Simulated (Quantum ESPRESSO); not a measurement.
# LiCl: phonons with PBE

**Measured values to compare with.**

A printed reference work, monograph reports, for a bulk crystal of LiCl: high-frequency dielectric constant 2.75.

Crystal: LiCl.

```
CELL_PARAMETERS angstrom
0.00000 2.56477 2.56477
2.56477 0.00000 2.56477
2.56477 2.56477 0.00000
ATOMIC_POSITIONS crystal
Cl 0.50000 0.50000 0.50000
Li 0.00000 0.00000 0.00000
```

- Program: Quantum ESPRESSO 7.5
- Task: phonons
- Functional: PBE
- Potentials or basis: JTH 2.0 PBE
- Cutoff: 490 eV
- Density cutoff: 2939 eV
- k mesh: 6 × 6 × 6, shifted
- Occupations: fermi-dirac, width 0.05 eV
- Spin: no spin polarisation
- Mixing beta: 0.5
- Most SCF iterations: 120
- SCF threshold: 4e-10 Ry

- Relaxed volume: 17.01 Å³/atom
- Relaxed cell: a = 3.637 Å, b = 3.637 Å, c = 3.637 Å, α = 60.00°, β = 60.00°, γ = 60.00°
- Space group after relaxing (to 0.05 Å): Fm-3m (No. 225)
- Pressure after relaxing: 0.0 GPa
- Electronic dielectric tensor (diagonal): 2.95
- Born charges (mean of the diagonal): Cl -1.19; Li +1.14 e
- Highest phonon frequency at Γ, LO-TO splitting left out: 177 cm⁻¹
- Static dielectric tensor (diagonal): 14.24

Step by step:
```csv
step,energy change (eV),largest force (eV/Å),pressure (GPa),volume (Å³)
1,0.0000,0.0000,0.28,33.74
2,-0.0001,0.0000,0.22,33.79
3,-0.0001,0.0000,0.18,33.84
4,-0.0002,0.0000,0.10,33.93
5,-0.0002,0.0000,0.00,34.03
6,-0.0002,0.0000,0.00,34.03
```

Final structure:
```xyz
2
Lattice="0.0000 2.5719 2.5719 2.5719 0.0000 2.5719 2.5719 2.5719 0.0000" Properties=species:S:1:pos:R:3 pbc="T T T"
Cl    2.5719    2.5719    2.5719
Li    0.0000    0.0000    0.0000
```

Levels at points of the mesh, in eV from the valence-band top:
| k point | band 2 | band 3 | band 4 | band 5 | band 6 | band 7 | band 8 | band 9 |
| --- | --- | --- | --- | --- | --- | --- | --- | --- |
| (0.08, 0.08, 0.08) | -13.32 | -0.23 | 0.00 | 0.00 | 6.53 | 11.41 | 11.86 | 11.86 |

Phonon frequencies in cm⁻¹ (negative: imaginary):
```csv
q point,frequencies
"(0.000, 0.000, 0.000)",27 27 27 177 177 177
```

Electronic dielectric tensor:
```
2.95 0.00 0.00
0.00 2.95 0.00
0.00 0.00 2.95
```

Born effective charge tensors (e):
atom 1, Cl
```
-1.19  0.00  0.00
 0.00 -1.19  0.00
 0.00  0.00 -1.19
```
atom 2, Li
```
1.14 0.00 0.00
0.00 1.14 0.00
0.00 0.00 1.14
```

Optical modes at Γ, degenerate ones joined, polar ones without the macroscopic field:
| cm⁻¹ | components | symmetry | active in | IR intensity, summed ((D/Å)²/amu) |
| --- | --- | --- | --- | --- |
| 173 | 3 | T1u | IR | 16.22 |

Zone-centre frequencies without and with the macroscopic field along z (cm⁻¹):
|  | optical modes in rising order |
| --- | --- |
| without | 173 173 173 |
| with the field | 173 173 380 |

Static dielectric tensor, electrons and zone-centre modes:
```
14.24  0.00  0.00
 0.00 14.24  0.00
 0.00  0.00 14.24
```

Run time: 2.2 min on 1 thread of Arm Neoverse V1 (shared host), peak memory 0.07 GiB.

Against the measured high-frequency dielectric constant of LiCl, 2.75 (a printed reference work, monograph), the calculated 2.95 is off by +7.4 %.

Caveat: the cutoff is low for these files, which shifts pressure and relaxed volume; before the sum rule the acoustic modes lie tens of cm⁻¹ from zero, a sign that the density grid also shifts the optical modes.
